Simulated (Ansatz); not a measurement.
# Al (Fm-3m) in Ansatz: electrostatic potential with RPBE+D3(BJ)

Aim: the electrostatic potential of Al with RPBE+D3(BJ).

Everything below comes from runs of Ansatz 0.2.0. Logs are shortened: lines on timing, memory, paths and dates and some standing lists are left out, and cuts for length are marked.

## (1) The undisturbed crystal

Symmetry: Fm-3m, No. 225, cubic system. Conventional cell: a = 4.050 Å, b = 4.050 Å, c = 4.050 Å, α = 90.00°, β = 90.00°, γ = 90.00°. Al (site symmetry m-3m) is surrounded by 12 Al at 2.86 Å.

## (2) Electrostatic potential, RPBE+D3(BJ) (cell strained at random at fixed volume)

Input file run.py:

```python
import json

import ase.io
import numpy as np

import ansatz as az

atoms = ase.io.read("POSCAR", format="vasp")

calculation = (
    az.Crystal.from_ase(atoms)
    .calculation()
    .kpoints(8, 9, 9)
    .functional("rpbe", dispersion="d3bj")
    .pseudopotentials(kind="paw", accuracy="stringent")
    .occupations(method="gaussian", width=0.1)
    .density()
    .potential()
    .output_files(volumetric_format="npy")
    .electron_localization_function()
    .forces()
    .stress()
    .band_table(publish=True)
)
outcome = calculation.run(threads=2, events_out="events.jsonl")

report = outcome.report
for line in open("events.jsonl"):
    event = json.loads(line)
    if event["event"] == "scf_iter":
        d = event["data"]
        print(f"SCF {d['iter']:3d}  HF = {d['harris_foulkes_ev']:.6f} eV  dr2 = {d['dr2_ev']:.2e} eV")
    elif event["event"] in ("relax_step", "md_step"):
        d = event["data"]
        print(f"{event['event']} {d['step']:3d}  E = {d['lagrangian_ev']:.6f} eV")
np.set_printoptions(precision=5, suppress=True, linewidth=110)
print("converged:", report["converged"], "after", report["n_iterations"], "iterations")
print(f"free energy {report['free_energy_ev']:.6f} eV, Fermi level {report['fermi_energy_ev']:.4f} eV")
for key in ("band_edges_ev", "magnetization_mub", "site_moments_mub", "site_moments_nc_mub", "forces_ev_ang",
                "stress_gpa"):
    if report.get(key) is not None:
        print(key, np.array(report[key]), sep="\n")
```

Input file POSCAR:

```
Al
1.0
   -0.0214430000      2.0581750000      2.0691360000
    2.0122100000      0.0206040000      2.0270890000
    2.0039430000      2.0078620000      0.0288700000
Al
1
Direct
    0.0008270000     -0.0064690000      0.0029750000
```

Potentials or basis: SSSP precision PAW.

Command:

```bash
$ python run.py
```

Output:

```text
DeckWarning: basis.ecutwfc = 408.170794 eV, auto-derived from the records' recommended cutoffs: set by Al (normal level)
DeckWarning: The stringent table, which hamiltonian.pseudopotentials names, holds the potential of the library's standard table for Al (one content_sha256, or a second file that the publisher made of the same generator input, which states another). The run takes no other species from the library, so that hamiltonian.pseudopotentials.accuracy: standard would change no potential of it. The deck needs no change, but a comparison wit [...]
PlacementWarning: RAYON_NUM_THREADS=2 ignored (pool sized by the plan → 2); use plan(threads=…)
SCF   1  HF = -542.156132 eV  dr2 = 8.86e-02 eV
SCF   2  HF = -542.142378 eV  dr2 = 2.03e-02 eV
SCF   3  HF = -542.138371 eV  dr2 = 1.02e-05 eV
SCF   4  HF = -542.138365 eV  dr2 = 1.85e-07 eV
SCF   5  HF = -542.138365 eV  dr2 = 3.25e-09 eV
converged: True after 5 iterations
free energy -542.138365 eV, Fermi level 7.9560 eV
magnetization_mub
0.0
forces_ev_ang
[[0. 0. 0.]]
stress_gpa
[[-20.4796    0.01422   0.22218]
 [  0.01422 -18.64118  -0.31806]
 [  0.22218  -0.31806 -18.94111]]
```

rho_z.tsv:

```text
# z_ang	rho[e/angstrom^3]
# format = ansatz-planar-average/11
# lattice	-0.021443000	2.058175000	2.069136000
# lattice	2.012210000	0.020604000	2.027089000
# lattice	2.003943000	2.007862000	0.028870000
# sites	1
# site	13	-0.007072989	0.007542213	-0.011316175
0.000000	1.844665e-1
0.094564	1.836415e-1
0.189128	1.811927e-1
0.283692	1.782019e-1
0.378256	1.759504e-1
0.472820	1.753334e-1
[... 22 lines left out ...]
2.647795	1.806608e-1
2.742359	1.832993e-1
```

v_z.tsv:

```text
# z_ang	v_es[eV]	v_tot[eV]
# format = ansatz-planar-average/11
# xc	rpbe
# density_cutoff_ev	4081.7079400000002
# datasets	Al=:simpson_from_first_knot:compensated:shift=953856
# lattice	-0.021443000	2.058175000	2.069136000
# lattice	2.012210000	0.020604000	2.027089000
# lattice	2.003943000	2.007862000	0.028870000
# sites	1
# site	13	-0.007072989	0.007542213	-0.011316175
0.000000	-2.675374e0	-1.361592e1
0.094564	-2.573863e0	-1.348836e1
0.189128	-2.233266e0	-1.305896e1
0.283692	-1.678475e0	-1.235687e1
0.378256	-9.453046e-1	-1.142787e1
0.472820	-7.483106e-2	-1.033044e1
[... 22 lines left out ...]
2.647795	-2.149016e0	-1.295250e1
2.742359	-2.530077e0	-1.343327e1
```

Wall time 2 s (2 threads of Arm Neoverse V2, shared host); peak memory 0.44 GiB.

Results:

| Quantity | Value |
| --- | --- |
| Free energy | -542.1384 eV |
| Pressure | -19.4 GPa |
| Band gap on the k mesh | none (metal or under the smearing width) |

Stress tensor (GPa, compression positive):
```
-20.48   0.01   0.22
  0.01 -18.64  -0.32
  0.22  -0.32 -18.94
```

Caveat: the potentials were made for another functional, which shifts forces and pressure; pairwise dispersion overbinds metals, which lowers pressure and volume.
